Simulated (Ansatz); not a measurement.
ZnTe (zinc blende)

```
CELL_PARAMETERS angstrom
      0.00000     3.08955     3.08955
      3.08955     0.00000     3.08955
      3.08955     3.08955     0.00000
ATOMIC_POSITIONS crystal
  Te 0.75000 0.75000 0.75000
  Zn 0.00000 0.00000 0.00000
```

The slice is a {100} plane (indices of the conventional cell) through the point (0.750, 0.750, 0.750) (fractional), spanned by u = [100] and v = [0 1 -1] in vectors of this cell: u (4.37 Å) and v (4.37 Å, at 90° to u). It covers one period; positions are fractions (u, v).

Level of theory: PBE (plane waves to 420 eV, PAW, scalar-relativistic; Ansatz, a program for electronic structure). k mesh 9×9×9. Inside the PAW spheres the values are not all-electron values, and peaks at nuclei hang on which shells count as valence. Spin-orbit coupling is left out, though Te is heavy. ZnTe was relaxed with its symmetry unable to fall.

Task: Predict the map of the electrostatic potential energy of an electron, from the cell's mean on the slice.

Result: 
| v \ u | 0.00 | 0.11 | 0.21 | 0.32 | 0.43 | 0.54 | 0.64 | 0.75 | 0.86 | 0.96 |
|---|---|---|---|---|---|---|---|---|---|---|
| 0.86 | x | x | <-3.0 | 2.5 | 4.0 | 4.0 | 3.3 | -1.9 | x | x |
| 0.71 | -2.2 | -0.3 | 2.8 | 4.4 | 4.8 | 4.8 | 4.6 | 3.5 | 0.8 | -2.0 |
| 0.57 | 3.4 | 3.7 | 4.4 | 4.9 | 5.1 | 5.1 | 5.0 | 4.6 | 4.0 | 3.4 |
| 0.43 | 3.4 | 3.7 | 4.4 | 4.9 | 5.1 | 5.1 | 5.0 | 4.6 | 4.0 | 3.4 |
| 0.29 | -2.2 | -0.3 | 2.8 | 4.4 | 4.8 | 4.8 | 4.6 | 3.5 | 0.8 | -2.0 |
| 0.14 | x | x | <-3.0 | 2.5 | 4.0 | 4.0 | 3.3 | -1.9 | x | x |
| 0.00 | x | x | x | 0.7 | 3.4 | 3.5 | 2.3 | <-3.0 | x | x |

Values: electrostatic potential energy of an electron, from the cell's mean, in eV. Points within 1 Å of a nucleus are blanked (x), as the pseudised field means little there. Values under -3 eV are set to -3. The zero, the cell's mean, hangs on the PAW cores.
